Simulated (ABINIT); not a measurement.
Input of an ABINIT 10.8.3 (patched build) run:

Contents of run.abi:

```
# Pseudopotentials
pp_dirpath "./"
pseudos "Si.upf"

# Structure
acell 3.8313174605 3.8313174606 6.3326220002 Angstrom
rprim
     1.0000000000     0.0000000000     0.0000000000
    -0.5000000000     0.8660254038     0.0000000000
     0.0000000000     0.0000000000     1.0000000000
ntypat 1
znucl 14
natom 4
typat 1 1 1 1
xred
     0.6666666667     0.3333333333     0.9369905000
     0.3333333333     0.6666666667     0.4369905000
     0.6666666667     0.3333333333     0.5630095000
     0.3333333333     0.6666666667     0.0630095000

# Plane-wave basis
ecut 14.0

# k points
kptopt 1
ngkpt 8 8 4
nshiftk 1
shiftk 0.0 0.0 0.0

# Exchange and correlation
ixc 41

# Bands and occupations
nband 10
occopt 1

# SCF cycle
nstep 60
diemac 6.0
toldfe 1.0e-7

# Output
iomode 3
prtwf 0
prteig 0
prtebands 0
enunit 1
prtden 1
prtvha 1
prtvclmb 1
prtpot 1
prtelf 1
```

Potentials or basis: PseudoDojo NC SR PBE v0.4.1 standard.

The run is started by

```bash
$ mpirun --bind-to none -np 8 abinit run.abi > log 2>&1
```

Task: Predict the pressure.

Result: -0.2 GPa.

Task: Estimate the band gap on the k mesh.

Result: 1.62 eV, indirect (least direct gap 2.33 eV).

Task: Predict the largest force.

Result: 0.012 eV/Å.

Forces on the atoms (eV/Å):
```
Si   0.000  0.000  0.012
Si   0.000  0.000  0.012
Si   0.000  0.000 -0.012
Si   0.000  0.000 -0.012
```

Caveat: the potentials were made for another functional, which shifts forces and pressure. A k mesh can miss the band edges.
